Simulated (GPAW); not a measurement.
# Ni3 Cu5 Ni3 001: parallel and opposed starts, part 2 of 2

Does Ni3 Cu5 Ni3 001 prefer parallel or opposed moments, or none?

GPAW 26.7.0; PBE; plane waves with GPAW's PAW setups, scalar-relativistic.

So far. Step 2 (Order 1, typed as ferro ++++++): After 47 cycles the largest moment stands at 0.785 μB.

### Step 3. Start 2: antiferro +++---

An opposed order shows whether the pairs that it reverses prefer unlike signs.

order2.py

```python
import json
import numpy as np
from ase import Atoms
from ase.parallel import paropen, parprint
from gpaw import GPAW

atoms = Atoms(['Ni', 'Ni', 'Ni', 'Cu', 'Cu', 'Cu', 'Cu', 'Cu', 'Ni', 'Ni', 'Ni'],
    cell=[[2.556191, 0.0, 0.0],
         [0.0, 2.556191, 0.0],
         [0.0, 0.0, 29.370377]],
    scaled_positions=[[0.0, 0.0, 0.204287],
         [0.5, 0.5, 0.261085],
         [0.0, 0.0, 0.317883],
         [0.5, 0.5, 0.377025],
         [0.0, 0.0, 0.438513],
         [0.5, 0.5, 0.5],
         [0.0, 0.0, 0.561487],
         [0.5, 0.5, 0.622975],
         [0.0, 0.0, 0.682117],
         [0.5, 0.5, 0.738915],
         [0.0, 0.0, 0.795713]],
    pbc=True,
    magmoms=[0.8, 0.8, 0.8, 0.0, 0.0, 0.0, 0.0, 0.0, -0.8, -0.8, -0.8])
atoms.calc = GPAW(mode={'name': 'pw', 'ecut': 450},
    xc='PBE',
    kpts={'size': (20, 20, 1), 'gamma': True},
    occupations={'name': 'fermi-dirac', 'width': 0.05},
    convergence={'density': 1e-05, 'energy': 1e-05},
    maxiter=200,
    mixer={'name': 'pulay', 'beta': 0.03, 'nmaxold': 8, 'weight': 100},
    symmetry={'tolerance': 1e-4},
    txt='order2.txt')
e = atoms.get_potential_energy(force_consistent=True)
res = {'free_energy': e, 'energy_sigma0': atoms.get_potential_energy(), 'fermi_energy': atoms.calc.get_fermi_level()}
res['moments'] = atoms.get_magnetic_moments().tolist()
res['total'] = atoms.get_magnetic_moment()
parprint('site moments (muB):', np.round(res['moments'], 3))
parprint(f"total moment: {res['total']:.3f} muB")
parprint(f'free energy: {e:.6f} eV')
atoms.calc.write('order2.gpw')
with paropen('results.json', 'w') as f:
    json.dump(res, f)
```

Launch:

```
> OMP_NUM_THREADS=1 mpirun -n 8 gpaw python order2.py > order2.log
```

Numbers of over 12 decimals in the logs are rounded to 6 here.

The program printed:

```text
site moments (muB): [ 0.787  0.673  0.495 -0.004 -0.005  0.     0.005  0.004 -0.495 -0.673
 -0.787]
total moment: -0.000 muB
free energy: -59.863741 eV

--- order2.txt ---
Input parameters:
  mode=PW(ecut=450),
  convergence={'density': 1e-05, 'energy': 1e-05},
  kpts=MonkhorstPack(size=(20, 20, 1), gamma=True),
  maxiter=200,
  mixer=Pulay(name='pulay', nmaxold=8, beta=0.03, weight=100, sigma=0.015, g_ss=None),
  occupations=Occupations(name='fermi-dirac', width=0.05),
  symmetry=Symmetry(tolerance=0.0001),
  xc=XC(name='PBE')

Diagonalizing LCAO Hamiltonian
Converting LCAO to pw mode
   .-----.
  /|     |
 * |     |
 | |     |
 | |     |
 | |     |
 | |     |
 | |     |
 | |     |
 Ni|     |
 | | Ni  |
 | |     |
 | |     |
 Ni|     |
 | |     |
 | | Cu  |
 | |     |
 | |     |
 Cu|     |
 | | Cu  |
 | |     |
 | |     |
 Cu|     |
 | | Cu  |
 | |     |
 | |     |
 | |     |
 Ni|     |
 | | Ni  |
 | |     |
 | |     |
 Ni|     |
 | |     |
 | |     |
 | |     |
 | |     |
 | .-----.
 |/     /
 *-----*

Atoms  # Å, Bohr magnetons
|    | symbol |        x |        y |         z |    initial magnetic moments |
|----|--------|----------|----------|-----------|-----------------------------|
|  0 |     Ni | 0.000000 | 0.000000 |  5.999986 | ( 0.0000,  0.0000,  0.8000) |
|  1 |     Ni | 1.278096 | 1.278096 |  7.668165 | ( 0.0000,  0.0000,  0.8000) |
|  2 |     Ni | 0.000000 | 0.000000 |  9.336344 | ( 0.0000,  0.0000,  0.8000) |
|  3 |     Cu | 1.278096 | 1.278096 | 11.073366 | ( 0.0000,  0.0000,  0.0000) |
|  4 |     Cu | 0.000000 | 0.000000 | 12.879292 | ( 0.0000,  0.0000,  0.0000) |
|  5 |     Cu | 1.278096 | 1.278096 | 14.685189 | ( 0.0000,  0.0000,  0.0000) |
|  6 |     Cu | 0.000000 | 0.000000 | 16.491085 | ( 0.0000,  0.0000,  0.0000) |
|  7 |     Cu | 1.278096 | 1.278096 | 18.297011 | ( 0.0000,  0.0000,  0.0000) |
|  8 |     Ni | 0.000000 | 0.000000 | 20.034033 | ( 0.0000,  0.0000, -0.8000) |
|  9 |     Ni | 1.278096 | 1.278096 | 21.702212 | ( 0.0000,  0.0000, -0.8000) |
| 10 |     Ni | 0.000000 | 0.000000 | 23.370391 | ( 0.0000,  0.0000, -0.8000) |

Unit cell  # Å
| periodic |        x |        y |         z |   lengths |    angles |
|----------|----------|----------|-----------|-----------|-----------|
|      yes | 2.556191 | 0.000000 |  0.000000 |  2.556191 | 90.000000 |
|      yes | 0.000000 | 2.556191 |  0.000000 |  2.556191 | 90.000000 |
|      yes | 0.000000 | 0.000000 | 29.370377 | 29.370377 | 90.000000 |

Number of symmetries: 8

BZ-sampling:
  Number of BZ points: 400
  Number of IBZ points: 66

  Monkhorst-Pack size: [20, 20, 1]
  Monkhorst-Pack shift: [0.025, 0.025, 0.0]

Plane wave coefficients: 4217
Cutoff: 450.000000 eV

Spin-components: 2 (collinear spins)
Bands:           95
Projectors:      66
Spin-degeneracy: 1
Datatype:        complex128

Parallelization:
  kpt:    8
  domain: 1
  band:   1

Density:
  Valence electrons: 151.0
  Components: 2
  Grid points: [ 14  14 144]
  Charge: 0.0  # |e|

Potential:
  Grid points: [ 14  14 144]

[... setups left out ...]
Reference energy: -473315.249889  # eV

eigensolver:
  PPCG
  Converge bands: occupied
  niter=2

density mixing:
  Pulay-Mixer
  Linear mixing parameters: 0.03
  Old densities: 8
  Fourier metric: weight=100, sigma=0.015

occupation numbers:
  Fermi-Dirac:
    width: 0.0500  # eV

poisson solver:
  ecut: 3600.000000  # eV

xc functional:
  name: PBE with 2 nearest neighbor stencil

convergence criteria:
- Maximum integral of absolute [dens]ity change: 1e-05 electrons / valence electron
- Maximum [total energy] change in last 3 cyles: 1e-05 eV / valence electron
- Maximum integral of absolute [eigenst]ate change: 4e-08 eV^2 / valence electron
maximum number of iterations: 200

SCF iterations
|iter     |      energy | eigst |  dens |  magmom |
|---------|-------------|-------|-------|---------|
|iter:   1|       0s |  -91.304239 | +0.59 |       |  +0.0000|
|iter:   2|      13s | -163.468429 | +0.94 | -0.72 |  -0.0000|
|iter:   3|      25s |  -67.049627 | -0.26 | -0.61 |  -0.0000|
|iter:   4|      38s |  -63.178248 | -1.31 | -1.04 |  -0.0000|
|iter:   5|      50s |  -61.095671 | -1.19 | -1.18 |  +0.0000|
|iter:   6|      63s |  -60.471766 | -1.60 | -1.28 |  -0.0000|
|iter:   7|      76s |  -60.114307 | -2.39 | -1.39 |  +0.0000|
|iter:   8|      88s |  -59.831868 | -1.84 | -1.50 |  -0.0000|
|iter:   9|     101s |  -59.700068 | -2.30 | -1.57 |  +0.0000|
|iter:  10|     114s |  -59.750063 | -2.32 | -1.81 |  -0.0000|
[... 43 iterations left out ...]
|iter:  54|     605s |  -59.822126c| -8.03c| -4.71 |  -0.0000|
|iter:  55|     611s |  -59.822126c| -8.13c| -4.73 |  -0.0000|
|iter:  56|     617s |  -59.822126c| -8.17c| -4.76 |  -0.0000|
|iter:  57|     623s |  -59.822126c| -8.27c| -4.81 |  -0.0000|
|iter:  58|     629s |  -59.822125c| -8.66c| -4.82 |  -0.0000|
|iter:  59|     635s |  -59.822125c| -8.93c| -4.84 |  -0.0000|
|iter:  60|     641s |  -59.822125c| -9.19c| -4.86 |  -0.0000|
|iter:  61|     647s |  -59.822123c| -8.51c| -4.87 |  -0.0000|
|iter:  62|     653s |  -59.822122c| -8.25c| -4.95 |  -0.0000|
|iter:  63|     659s |  -59.822122c| -8.66c| -5.06c|  -0.0000|

Converged in 63 steps
Energy contributions relative to reference atoms: (reference = -473315.249889)

Energy contributions:
  Kinetic:         -27.761041
  Coulomb:          24.397469
  Zero:              1.364415
  External:          0.000000
  Xc:              -57.781346
  Entropy:          -0.083238
  Spinorbit:         0.000000
  ----------------------------
  Free energy:     -59.863741
  Extrapolated:    -59.822122

dipole moment: (-31.933114, -31.933114, 0.000018)  # |e|*Ang

Total magnetic moment: (0.000000, 0.000000, -0.000000)

Local magnetic moments
|        x |        y |         z |
|----------|----------|-----------|
| 0.000000 | 0.000000 |  0.786531 |  # Ni   0
| 0.000000 | 0.000000 |  0.672696 |  # Ni   1
| 0.000000 | 0.000000 |  0.494810 |  # Ni   2
| 0.000000 | 0.000000 | -0.004153 |  # Cu   3
| 0.000000 | 0.000000 | -0.004664 |  # Cu   4
| 0.000000 | 0.000000 |  0.000000 |  # Cu   5
| 0.000000 | 0.000000 |  0.004664 |  # Cu   6
| 0.000000 | 0.000000 |  0.004153 |  # Cu   7
| 0.000000 | 0.000000 | -0.494811 |  # Ni   8
| 0.000000 | 0.000000 | -0.672696 |  # Ni   9
| 0.000000 | 0.000000 | -0.786530 |  # Ni  10

Fermi level: 3.688
Eigenvalues  # (at kpt = [-0.000, -0.000, 0.000])
| band index |      eig [eV] | occ [0-1] |      eig [eV] | occ [0-1] |
|------------|---------------|-----------|---------------|-----------|
|          0 |       -60.439 |     1.000 |       -60.439 |     1.000 |
|        ... |               |           |               |           |
|         71 |         3.085 |     1.000 |         3.085 |     1.000 |
|         72 |         3.117 |     1.000 |         3.117 |     1.000 |
|         73 |         3.117 |     1.000 |         3.117 |     1.000 |
|         74 |         3.151 |     1.000 |         3.151 |     1.000 |
|         75 |         3.180 |     1.000 |         3.180 |     1.000 |
|         76 |         3.180 |     1.000 |         3.180 |     1.000 |
|         77 |         3.348 |     0.999 |         3.348 |     0.999 |
|         78 |         3.517 |     0.968 |         3.517 |     0.968 |
|         79 |         3.865 |     0.028 |         3.865 |     0.028 |
|         80 |         3.957 |     0.005 |         3.957 |     0.005 |
|         81 |         3.957 |     0.005 |         3.957 |     0.005 |
|         82 |         4.254 |     0.000 |         4.254 |     0.000 |
|         83 |         5.551 |     0.000 |         5.551 |     0.000 |
|         84 |         5.926 |     0.000 |         5.926 |     0.000 |
|         85 |         8.342 |     0.000 |         8.342 |     0.000 |
|         86 |         9.153 |     0.000 |         9.153 |     0.000 |
|        ... |               |           |               |           |
|         94 |        17.580 |     0.000 |        17.580 |     0.000 |

No gap
No difference between direct/indirect transitions
```

Elapsed: 11 min, on 8 MPI ranks of Arm Neoverse V2, shared host; peak memory 2.8 GiB; 1.5 h of CPU time.

Spin moment in the augmentation sphere by atom:

```csv
atom,spin moment in the augmentation sphere (μB)
Ni1,0.787
Ni2,0.673
Ni3,0.495
Cu4,-0.004
Cu5,-0.005
Cu6,0.000
Cu7,0.005
Cu8,0.004
Ni9,-0.495
Ni10,-0.673
Ni11,-0.787
```

This step gave:

- magnetization: 0 μB
- final state: antiferromagnetic

It lies 0.136 meV a seeded atom under the first start, and its largest moment is 0.787 μB against 0.785 μB.

### Step 4. Ranking

These are free energies at a smearing of 0.05 eV, so its entropy term is in the differences. They are divided by the number of seeded atoms, so that cells of unlike size compare.

Orders:

```csv
start,final state,typed order kept,energy over the lowest (meV a seeded atom),largest site moment (μB),net moment (μB a primitive cell),mesh matched,CPU time (s)
ferro ++++++,ferromagnetic,yes,0.1358,0.7849,3.628,yes,4500
antiferro +++---,antiferromagnetic,yes,0,0.7865,0,yes,5464
```

### Step 5. Outcome

```json
{
  "lowest state found": "antiferromagnetic (typed antiferro +++---)",
  "largest site moment": "0.787 μB",
  "next state": "ferromagnetic, 0.136 meV a seeded atom higher"
}
```

The lowest state found is antiferromagnetic, reached from the start antiferro +++---, with moments up to 0.787 μB. The two lowest states lie so close that the mesh, the functional or spin–orbit coupling could swap them. Only 2 starts are shown; other collinear patterns, canted and longer-period orders are not.

[Logs and program files are shortened in this print: banners, set-up blocks, solver, clock and traceback lines can be left out without a mark of their own.]

[Logs are printed without paths, hosts, clocks, repeated set-up lines and the standing remarks that a program may print on its own settings, such as how far it seeks lower states.]

[Hosts, paths, dates, database ids (printed as entryN), source tags and the programs' standing remarks are cut or masked in the printed files.]

[Where a cell is said to come from a database of computed structures, the database is the Materials Project.]
